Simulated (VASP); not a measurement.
# CoO (P3m1) in VASP: a series of runs, part 2 of 2

VASP 6.6.1. Earlier steps stand in the parts before.

### 4 Single point, PBE, collinear spin, ferromagnetic start

Input file INCAR:

```
PREC = Accurate
ENCUT = 550
EDIFF = 1E-6
ISMEAR = 0
SIGMA = 0.05
LREAL = F
LASPH = T
NELM = 100
ALGO = Normal
ISIF = 2
LWAVE = F
LCHARG = F
ISPIN = 2
MAGMOM = 2 2 0 0
LORBIT = 11
LMAXMIX = 4
GGA = PE
NBANDS = 27
ADDGRID = F
```

Input file KPOINTS:

```
Automatic mesh
0
Gamma
  3 3 2
```

Input file POSCAR:

```
CoO
1.0
    3.1976457435      0.0000000000      0.0000000000
   -1.5988228718      2.7692424462      0.0000000000
    0.0000000000      0.0000000000      5.2287097100
Co O
2 2
Direct
    0.3365030000      0.6381030000      0.5003980000
    0.0481210000      0.0161470000     -0.0014250000
    0.3062570000      0.6452830000      0.8672390000
    0.0541720000      0.0112240000      0.3867870000
```

Potentials or basis: VASP PAW PBE potentials, release 64 (Co, O).

On the command line:

```sh
cat potpaw_PBE.64/Co/POTCAR potpaw_PBE.64/O/POTCAR > POTCAR
mpirun -np 1 vasp_std > vasp.out
```

OUTCAR:

```text
PREC = Accurate
   ENCUT = 550
   EDIFF = 1E-6
   ISMEAR = 0
   LREAL = F
   LASPH = T
   NELM = 100
   ISIF = 2
   ISPIN = 2
   LORBIT = 11
   GGA = PE

 Found     10 irreducible k-points:

 Following reciprocal coordinates:
            Coordinates               Weight
  0.000000  0.000000  0.000000      1.000000
  0.333333  0.000000  0.000000      2.000000
  0.000000  0.333333  0.000000      2.000000
 -0.333333  0.333333  0.000000      2.000000
  0.333333  0.333333  0.000000      2.000000
  0.000000  0.000000  0.500000      1.000000
   k-points           NKPTS =     10   k-points in BZ     NKDIM =     10   number of bands    NBANDS=     27
   number of dos      NEDOS =    301   number of ions     NIONS =      4
   total plane-waves  NPLWV =  23040
   dimension x,y,z NGX =    24 NGY =   24 NGZ =   40
   dimension x,y,z NGXF=    48 NGYF=   48 NGZF=   80
   ions per type =               2   2
   NGX,Y,Z   is equivalent  to a cutoff of  12.48, 12.48, 12.72 a.u.
   NGXF,Y,Z  is equivalent  to a cutoff of  24.96, 24.96, 25.44 a.u.
 SYSTEM =  unknown system
   PREC   = accura    normal or accurate (medium, high low for compatibility)
   ISTART =      0    job   : 0-new  1-cont  2-samecut
   ICHARG =      2    charge: 1-file 2-atom 10-const
   ISPIN  =      2    spin polarized calculation?
   LNONCOLLINEAR =      F non collinear calculations
   LSORBIT =      F    spin-orbit coupling
   LASPH  =      T    aspherical Exc in radial PAW
   ENCUT  =  550.0 eV  40.42 Ry    6.36 a.u.   6.11  6.11 10.00*2*pi/ulx,y,z
   NELM   =    100;   NELMIN=  2; NELMDL= -5     # of ELM steps
   EDIFF  = 0.1E-05   stopping-criterion for ELM
   LREAL  =      F    real-space projection
   EDIFFG = 0.1E-04   stopping-criterion for IOM
   NSW    =      0    number of steps for IOM
   IBRION =     -1    ionic relax: 0-MD 1-quasi-New 2-CG
   NFREE  =      0    steps in history (QN), initial steepest desc. (CG)
   ISIF   =      2    stress and relaxation
   ISYM   =      2    0-nonsym 1-usesym 2-fastsym
   POTIM  = 0.5000    time-step for ionic-motion
   TEBEG  =    0.0;   TEEND  =   0.0 temperature during run
   PSTRESS=    0.0 pullay stress
   NELECT =      30.0000    total number of electrons
   NUPDOWN=      -1.0000    fix difference up-down
[... 39 lines left out ...]
 cond. band min:       6.0224384355   @ k =   0.0000   0.3333   0.0000
 fundamental gap:      0.0893551652
 Fermi energy:         5.9817364634

 spin component 1

 k-point     1 :       0.0000    0.0000    0.0000
  band No.  band energies     occupation
      1     -14.1026      1.00000
      2     -13.4829      1.00000
      3      -1.0979      1.00000
      4      -0.4840      1.00000
      5      -0.2835      1.00000
      6      -0.0971      1.00000
[... 169 lines left out ...]
     26      20.3072      0.00000
     27      23.9370      0.00000

 [... further k-points ...]

 spin component 2

 k-point     1 :       0.0000    0.0000    0.0000
  band No.  band energies     occupation
      1     -13.5244      1.00000
      2     -12.8675      1.00000
      3      -0.5439      1.00000
      4       0.7357      1.00000
      5       0.9526      1.00000
      6       0.9926      1.00000
[... 169 lines left out ...]
     26      20.8633      0.00000
     27      24.4344      0.00000

 [... further k-points ...]

------------------------ aborting loop because EDIFF is reached ----------------------------------------

  FORCE on cell =-STRESS in cart. coord.  units (eV):
  Direction    XX          YY          ZZ          XY          YZ          ZX
  --------------------------------------------------------------------------------------
  -------------------------------------------------------------------------------------
  Total       -0.6307796      1.9995739      0.5402438     -1.5308189      0.3560238     -0.2146075
  in kB      -21.8274167     69.1930030     18.6945286    -52.9722642     12.3198044     -7.4262507
  external PRESSURE =      22.0200383 kB  Pullay stress =       0.0000000 kB

 VOLUME and BASIS-vectors are now :
 -----------------------------------------------------------------------------
  energy-cutoff  :      550.00
  volume of cell :       46.30
      direct lattice vectors                 reciprocal lattice vectors
     3.197645743  0.000000000  0.000000000     0.312730077  0.180554794  0.000000000
    -1.598822872  2.769242446  0.000000000     0.000000000  0.361109588  0.000000000
     0.000000000  0.000000000  5.228709710     0.000000000  0.000000000  0.191251773

 POSITION                                       TOTAL-FORCE (eV/Angst)
 -----------------------------------------------------------------------------------
      0.05580      1.76706      2.61644         0.565999      1.014018      0.119782
      0.12806      0.04471      5.22126        -0.840711     -0.472766      0.649459
     -0.05239      1.78695      4.53454         0.890096      0.515217      0.218293
      0.15528      0.03108      2.02240        -0.615385     -1.056469     -0.987534
 -----------------------------------------------------------------------------------
    total drift:                                0.000158      0.000297      0.000746

  FREE ENERGIE OF THE ION-ELECTRON SYSTEM (eV)
  ---------------------------------------------------
  free  energy   TOTEN  =       -26.4788665562 eV

  energy  without entropy=      -26.4761935597  energy(sigma->0) =      -26.47753006

 total charge

# of ion       s       p       d       tot
------------------------------------------
    1        0.365   0.474   7.216   8.055
    2        0.344   0.420   7.207   7.971
    3        1.550   3.451   0.000   5.002
    4        1.550   3.448   0.000   4.998
--------------------------------------------------
tot          3.809   7.793  14.423  26.025

 magnetization (x)

# of ion       s       p       d       tot
------------------------------------------
    1        0.018   0.063   2.383   2.464
    2        0.021   0.054   2.366   2.441
    3        0.021   0.312   0.000   0.333
    4        0.021   0.303   0.000   0.324
--------------------------------------------------
tot          0.081   0.732   4.749   5.561
```

OSZICAR:

```text
N       E                     dE             d eps       ncg     rms          rms(c)
DAV:   1     0.260785989479E+03    0.26079E+03   -0.13892E+04  1080   0.137E+03
DAV:   2    -0.251528389878E+01   -0.26330E+03   -0.23411E+03  1131   0.318E+02
DAV:   3    -0.312820768631E+02   -0.28767E+02   -0.27219E+02  1224   0.119E+02
DAV:   4    -0.319342909221E+02   -0.65221E+00   -0.65049E+00  1224   0.185E+01
DAV:   5    -0.319540474394E+02   -0.19757E-01   -0.19754E-01  1405   0.304E+00    0.253E+01
DAV:   6    -0.308242992432E+02    0.11297E+01   -0.44719E+01  1452   0.948E+01    0.334E+01
DAV:   7    -0.278543989580E+02    0.29699E+01   -0.24338E+01  1362   0.913E+01    0.271E+01
DAV:   8    -0.267842592842E+02    0.10701E+01   -0.27466E+01  1464   0.362E+01    0.144E+01
DAV:   9    -0.263731592749E+02    0.41110E+00   -0.28826E+00  1566   0.173E+01    0.512E+00
DAV:  10    -0.264766396173E+02   -0.10348E+00   -0.54208E-01  1624   0.680E+00    0.176E+00
DAV:  11    -0.264767545842E+02   -0.11497E-03   -0.49272E-02  1466   0.288E+00    0.827E-01
DAV:  12    -0.264782473154E+02   -0.14927E-02   -0.15487E-02  1542   0.109E+00    0.491E-01
DAV:  13    -0.264787742454E+02   -0.52693E-03   -0.45792E-03  1537   0.637E-01    0.279E-01
DAV:  14    -0.264788131771E+02   -0.38932E-04   -0.16220E-03  1596   0.389E-01    0.131E-01
DAV:  15    -0.264788646330E+02   -0.51456E-04   -0.40667E-04  1448   0.163E-01    0.499E-02
DAV:  16    -0.264788640322E+02    0.60083E-06   -0.78679E-05  1543   0.896E-02    0.220E-02
DAV:  17    -0.264788669319E+02   -0.28997E-05   -0.17205E-05  1234   0.328E-02    0.125E-02
DAV:  18    -0.264788665562E+02    0.37565E-06   -0.25572E-06   845   0.233E-02
   1 F= -.26478867E+02 E0= -.26477530E+02  d E =-.267300E-02  mag=     5.7636
```

stdout:

```text
POSCAR found type information on POSCAR CoO
 POSCAR found :  2 types and       4 ions
 scaLAPACK will be used
 LDA part: xc-table for (Slater+PW92), standard interpolation
 POSCAR, INCAR and KPOINTS ok, starting setup
 FFT: planning ... GRIDC
 FFT: planning ... GRID_SOFT
 FFT: planning ... GRID
 WAVECAR not read
 entering main loop
```

Run time: 15 s. Hardware: 1 thread of Intel Xeon 6975P-C (Granite Rapids), shared host; peak memory 0.18 GiB.

The run converged, but some of its settings lie outside the range that counts as converged, so its numbers aren't taken as properties of the crystal.

Results:

```
Free energy                                           : -26.4789 eV
Pressure                                              : 2.2 GPa
Largest force                                         : 1.572 eV/Å
Band gap on the k mesh                                : none (metal or under the smearing width)
Net moment                                            : 5.76 μB per cell
Site moments                                          : Co +2.46, +2.44; O +0.33, +0.32 μB
Valence electrons inside the program's atomic spheres : Co 8.05, 7.97; O 5.00
```

Caveat: the k mesh is coarse (spacing up to 0.76 Å⁻¹), so the values aren't converged; semilocal functionals often make such compounds metallic where correlation or magnetic order opens a gap, which also shifts bond lengths.

### 5 Single point, PBE, collinear spin, ferromagnetic start

INCAR: that of step 4 with these lines changed.

```diff
@@ -1,3 +1,3 @@
 PREC = Accurate
-ENCUT = 550
+ENCUT = 400
 EDIFF = 1E-6
```

Input file KPOINTS:

```
Automatic mesh
0
Gamma
  4 4 2
```

Input file POSCAR:

```
CoO
1.0
    3.1976457435      0.0000000000      0.0000000000
   -1.5988228718      2.7692424462      0.0000000000
    0.0000000000      0.0000000000      5.2287097100
Co O
2 2
Direct
    0.3333333333      0.6666666667      0.5033624100
    0.0000000000      0.0000000000      0.0034741400
    0.3333333333      0.6666666667      0.8715556000
    0.0000000000      0.0000000000      0.3716088500
```

On the command line:

```sh
cat potpaw_PBE.64/Co/POTCAR potpaw_PBE.64/O/POTCAR > POTCAR
mpirun -np 1 vasp_std > vasp.out
```

Wall time 11 s (1 thread of Intel Xeon 6975P-C (Granite Rapids), shared host); peak memory 0.16 GiB.

The run converged, but some of its settings lie outside the range that counts as converged, so its numbers aren't taken as properties of the crystal.

Results:

```
Free energy                                           : -26.6238 eV
Largest force                                         : 0.253 eV/Å
Band gap on the k mesh                                : none (metal or under the smearing width)
Net moment                                            : 5.87 μB per cell
Site moments                                          : Co +2.50; O +0.31 μB
Valence electrons inside the program's atomic spheres : Co 7.97; O 5.04
```

Caveat: the k mesh is coarse (spacing up to 0.60 Å⁻¹), so the values aren't converged; the cutoff is under 1.25 times the usual one of these potentials, so pressure, stress and relaxed cells hold a basis-set (Pulay) error; semilocal functionals often make such compounds metallic where correlation or magnetic order opens a gap, which also shifts bond lengths.
